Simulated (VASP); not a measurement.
Input of a VASP 6.6.1 run:

POSCAR

```
Ag
1.0
   -1.6556540000      1.6556540000      1.6556540000
    1.6556540000     -1.6556540000      1.6556540000
    1.6556540000      1.6556540000     -1.6556540000
Ag
1
Direct
    0.0000000000      0.0000000000      0.0000000000
```

Contents of INCAR.step1:

```
  PREC = Accurate
  ENCUT = 520
  ISMEAR = -1
  SIGMA = 0.1
  LREAL = F
  LASPH = T
  NELM = 100
  NBANDS = 12
  GGA = PE
  ALGO = Normal
  EDIFF = 1E-4
  LWAVE = T
  LCHARG = F
```

The input INCAR.step2:

```
  PREC = Accurate
  ENCUT = 520
  EDIFF = 1E-6
  ISMEAR = -1
  SIGMA = 0.1
  LREAL = F
  LASPH = T
  NELM = 100
  ALGO = Normal
  ISIF = 2
  LWAVE = F
  LCHARG = F
  METAGGA = R2SCAN
  LMIXTAU = T
  NBANDS = 12
  ISTART = 1
```

KPOINTS

```
regular mesh
0
Gamma
  9 9 9
```

Potentials or basis: VASP PAW PBE potentials, release 64 (Ag).

Command:

```bash
$ cat potpaw_PBE.64/Ag/POTCAR > POTCAR
$ cp INCAR.step1 INCAR
$ mpirun -np 1 vasp_std > vasp.out
$ cp INCAR.step2 INCAR
$ mpirun -np 1 vasp_std > vasp.out
```

Problem. What does it give for the pressure?

Solution. -3.6 GPa.

Problem. Predict the band gap on the k mesh.

Solution. None (metal or under the smearing width).

Caveat: the PAW data sets were made with another functional, which shifts forces and pressure a little.
